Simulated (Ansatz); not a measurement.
## InAs (F-43m): G0W0 under other settings

A base run on InAs (F-43m), then changed inputs.

Calculated with Ansatz 0.2.0; G0W0 on r2SCAN, plane waves, PAW; PAW set soft_1.

Report form: the programs' logs are mostly left out.

The database entry behind the starting cell differs from later determinations by our own check (about 0.4 % short), so it need not match the best structure at ambient conditions.

## Step 1: Set-up

It takes space group F-43m (No. 216, cubic). Conventional cell: a = 6.036 Å, b = 6.036 Å, c = 6.036 Å, α = 90.00°, β = 90.00°, γ = 90.00°. Nearest to In lie 4 As at 2.61 Å. As has 4 In at 2.61 Å nearest. Farther neighbours are not listed.

The cell and positions come from the Crystallography Open Database and are kept as given unless a step says otherwise.

## Step 2: The base run: 4×4×4 mesh, 124 empty bands, screening to 100 eV, PAW set soft_1 files

Now the one-shot GW correction: screening in the RPA, then the self-energy of the levels asked for. This step takes PAW set soft_1 files.

File input.yaml:

```yaml
crystal:
  lattice:
    - [0.0, 3.018, 3.018]
    - [3.018, 0.0, 3.018]
    - [3.018, 3.018, 0.0]
  atoms:
    - { symbol: In, position: [0.0, 0.0, 0.0] }
    - { symbol: As, position: [0.25, 0.25, 0.25] }
kpoints:
  mp_grid: { grid: [4, 4, 4] }
hamiltonian:
  xc: r2scan
  pseudopotentials: { kind: paw, azcp: { folder: soft_1 } }
scf:
  occupations: { method: fixed }
gw:
  n_empty_bands: 124
  ecut_chi: 100
  qp_bands: [v2, c2]
  qp_kpoints: band_edges
  screening: { model: contour_deformation }
```

On the command line:

```sh
> ansatz run input.yaml --threads 3 --pin off --max-ram 92160MiB --backend cuda --events-out ev --progress --plain --runs-dir out --devices 1 --max-vram 13GiB
```

Elapsed: 8.3 s, on 1 × NVIDIA H100 80GB HBM3 (shared by 6 runs) with 3 threads of AMD EPYC 7R13 (Zen 3), shared host; peak memory 1.2 GiB.

This step gave:

```
bands summed                                 : 138
RPA ε∞ on this mesh (eigenvalues)            : 606.4, 606.4, 606.4
plane waves in the screening matrix          : 137
q-points in the mesh                         : 64
G0W0 gap on the mesh                         : 0.5171 eV
k of the valence top                         : 0, 0, 0
k of the conduction bottom                   : 0, 0, 0
starting gap on the mesh                     : 0.2657 eV
Z at the valence top                         : 0.7587
Z at the conduction bottom                   : 0.7753
least direct G0W0 gap on the computed points : 0.5171 eV
```

The gap on the mesh goes from 0.27 eV to 0.52 eV, a correction of +0.25 eV. Between the two edge states, bare exchange in place of the xc potential would open the gap by 5.35 eV, and correlation takes back 5.10 eV.

## Step 3: Variant: potentials

Other atomic data (hard PAW) test the pseudisation: the cutoff goes from 500 to 870 eV and the valence electrons from 28 to 36, which opens shells that were frozen.

This step: G0W0 on r2SCAN, plane waves, PAW.

input.yaml, as its differences from that of step 2:

```diff
@@ -12,3 +12,3 @@
   xc: r2scan
-  pseudopotentials: { kind: paw, azcp: { folder: soft_1 } }
+  pseudopotentials: { kind: paw, source: ansatz }
 scf:
```

It took 11 s on 1 × NVIDIA H100 80GB HBM3 (shared by 6 runs) with 3 threads; peak memory 1.4 GiB; 10 s of CPU time.

The G0W0 gap on the mesh is 0.523 eV.

Against the base:

```csv
setting,base,variant
files,PAW set soft_1,hard PAW
```

```csv
quantity,variant,base
starting gap on the mesh,0.270,0.266
G0W0 gap on the mesh,0.523,0.517
least direct G0W0 gap on the computed points,0.523,0.517
Z at the valence top,0.758,0.759
Z at the conduction bottom,0.775,0.775
```

## Step 4: Variant: frequency model

A plasmon pole stands in for the full frequency dependence of the screening; this run shows what that costs in accuracy.

This step: G0W0 on r2SCAN, plane waves, PAW; PAW set soft_1.

input.yaml, the sections that differ from step 3:

```yaml
hamiltonian:
  xc: r2scan
  pseudopotentials: { kind: paw, azcp: { folder: soft_1 } }
gw:
  n_empty_bands: 124
  ecut_chi: 100
  qp_bands: [v2, c2]
  qp_kpoints: band_edges
  screening: { model: godby_needs }
# crystal, kpoints, scf: as in step 3
```

Run time: 8.5 s. Hardware: 1 × NVIDIA H100 80GB HBM3 (shared by 6 runs) with 3 threads; peak memory 1.2 GiB; 10 s of CPU time.

The G0W0 gap on the mesh is 0.571 eV.

Against the base:

```csv
setting,base,variant
frequency model,contour deformation,plasmon pole
```

```csv
quantity,variant,base
starting gap on the mesh,0.266,0.266
G0W0 gap on the mesh,0.571,0.517
least direct G0W0 gap on the computed points,0.571,0.517
Z at the valence top,0.795,0.759
Z at the conduction bottom,0.806,0.775
```

## Step 5: What came out

```json
{
 "base": "0.52 eV, 8.3 s",
 "potentials": "0.52 eV, 11 s",
 "frequency model": "0.57 eV, 8.5 s"
}
```

**Reading.** Potentials: the gap moves by +0.01 eV (the plane-wave cutoff goes from 500 to 870 eV). Frequency model: the gap moves by +0.05 eV. All runs here use a coarse mesh and modest cutoffs; they test settings and are not final values. The 4×4×4 mesh is coarse for this cell (its supercell is 17 Å along the shortest edge). The RPA ε∞ on it, from the r2SCAN start, is 606.37; such meshes misread the long-range screening, most where the gap is narrow. On this mesh the RPA ε∞ passes 90, more than nearly any semiconductor shows; a coarse mesh does this where one point with a narrow direct gap carries much weight. The screening is then too strong, and the G0W0 gap should not be taken as the material's. The many-body steps are scalar-relativistic: spin-orbit coupling is not in them.

[Paths, hosts, dates, memory and timing lines, banners, echoed tables and standing remarks are left out of the program output.]

[Logs are printed without paths, hosts, clocks, repeated set-up lines and the standing remarks that a program may print on its own settings, such as how far it seeks lower states.]

[Runs of the session that timed out or met a known fault of the program may be left out.]

[Cells called generated may have been cut or substituted from an entry of the Crystallography Open Database or the Materials Project.]

[Hosts, paths, dates, database ids (printed as entryN), source tags and the programs' standing remarks are cut or masked in the printed files.]
